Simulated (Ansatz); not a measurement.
# Hf2S: the cost of one run

Method: DFT PBE, scalar-relativistic, plane waves, PAW, in Ansatz 0.2.0.

**1. The structure to begin with**

The structure is tetragonal, space group P4/nmm (No. 129). Conventional cell: a = 4.178 Å, b = 4.178 Å, c = 6.374 Å, α = 90.00°, β = 90.00°, γ = 90.00°. Hf (site symmetry -4m2) has 8 Hf at 2.71 to 2.95 Å and 4 S at 2.83 Å as nearest neighbours. Hf (site symmetry 4mm) is surrounded by 4 Hf at 2.71 Å and 5 S at 2.74 to 2.96 Å. S (site symmetry 4mm) has 9 Hf at 2.74 to 2.96 Å as nearest neighbours.

As a file:

```
CELL_PARAMETERS angstrom
4.17751 0.00000 0.00000
0.00000 4.17751 0.00000
0.00000 0.00000 6.37405
ATOMIC_POSITIONS crystal
Hf 0.00000 0.00000 0.00000
Hf 0.50000 0.50000 0.00000
Hf 0.00000 0.50000 0.27000
Hf 0.50000 0.00000 0.73000
S 0.00000 0.50000 0.70000
S 0.50000 0.00000 0.30000
```

This is candidate A: Cu2Sb type (P4/nmm, No. 129).

(A quick probe on a coarse mesh, which set the mesh and smearing, is not shown.)

**3. Coarse relaxation (candidate A)**

Input file input.yaml:

```yaml
crystal:
  lattice:
    - [4.1775117107, 0.0, 0.0]
    - [0.0, 4.1775117107, 0.0]
    - [0.0, 0.0, 6.3740540656]
  atoms:
    - { symbol: Hf, position: [0.0, 0.0, 0.0] }
    - { symbol: Hf, position: [0.5, 0.5, 0.0] }
    - { symbol: Hf, position: [0.0, 0.5, 0.27] }
    - { symbol: Hf, position: [0.5, 0.0, 0.73] }
    - { symbol: S, position: [0.0, 0.5, 0.7] }
    - { symbol: S, position: [0.5, 0.0, 0.3] }
basis:
  ecutwfc: 420
kpoints:
  mp_grid: { grid: [4, 4, 4] }
hamiltonian:
  xc: pbe
scf:
  occupations: { method: gaussian, width: 0.1 }
  lower_state_search: "off"
output:
  forces: true
  stress: true
  eigenvalues: true
relax:
  adjacent_minimum: "off"
  f_tol: 0.04
  max_steps: 70
  cell: { stress_tol: 0.4 }
```

Launch:

```sh
> ansatz run input.yaml --threads 1 --pin off --max-ram 2560MiB --backend cpu --events-out ev --progress --plain --runs-dir out
```

**Question.** How long does this run take on 1 thread of Intel Xeon Platinum 8375C at 2.90GHz (Ice Lake), shared host, and how much memory does it need?

About 95 s, with a peak of 0.51 GiB.
